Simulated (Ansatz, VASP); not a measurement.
Sb in VASP and in Ansatz

Contents of INCAR:

```
PREC     = Accurate       # precision mode
ENCUT    = 600            # plane-wave cutoff, eV
EDIFF    = 1E-6           # SCF threshold, eV
ISMEAR   = 0              # smearing method
SIGMA    = 0.05           # smearing width, eV
LREAL    = F              # projectors in reciprocal space
LASPH    = T              # aspherical terms in the spheres
NELM     = 60             # most SCF steps
ALGO     = Normal         # electronic algorithm
ISIF     = 3              # what is computed and relaxed
LWAVE    = F              # write WAVECAR
LCHARG   = F              # write CHGCAR
GGA      = PE             # functional
IBRION   = 2              # ionic algorithm
NSW      = 80             # ionic steps
EDIFFG   = -0.005         # ionic threshold
```

KPOINTS

```
Automatic mesh
0
Gamma
  12 12 12
```

The input POSCAR:

```
Sb
1.0
    3.4145442600      0.0000000000      0.0000000000
    0.6603416426      3.3500837928      0.0000000000
   -2.0374429515     -1.6750418965      2.1684495308
Sb
1
Direct
    0.0000000000      0.0000000000      0.0000000000
```

input.yaml

```yaml
crystal:
  lattice:
    - [3.41454426, 0.0, 0.0]
    - [0.6603416426, 3.3500837928, 0.0]
    - [-2.0374429515, -1.6750418965, 2.1684495308]
  atoms:
    - { symbol: Sb, position: [0.0, 0.0, 0.0] }
kpoints:
  mp_grid: { grid: [12, 12, 12] }
scf:
  occupations: { method: gaussian, width: 0.05 }
hamiltonian:
  xc: pbe
  pseudopotentials: { kind: all_electron, lapw: { basis_error: 0.001 } }
output:
  forces: true
  stress: true
relax:
  f_tol: 0.005
  max_steps: 60
  cell: {}
```

Change from the starting cell: volume scaled by 0.92.

Alike in both runs: task relaxation of cell and atoms; functional PBE; k mesh 12 × 12 × 12; occupations gaussian, width 0.05 eV; no spin polarisation.

|  | VASP | Ansatz |
| --- | --- | --- |
| version | VASP 6.6.1 | Ansatz 0.2.0 |
| potentials or method | VASP PAW PBE potentials, release 64 (Sb) | all-electron LAPW, scalar-relativistic |
| plane-wave cutoff (eV) | 600 | see its input |

```csv
,VASP,Ansatz,Ansatz less VASP
relaxed volume (Å³/atom),27.56,27.62,+0.060
relaxed cell length with the largest relative difference (Å),3.495,3.499,+0.0032
energy change over the relaxation (meV/atom),-72,-74,-2.0
```

Ansatz ran all-electron here, so the differences hold the error of VASP's frozen core and of both bases.

Spin-orbit coupling is left out, which matters for the levels of Sb.
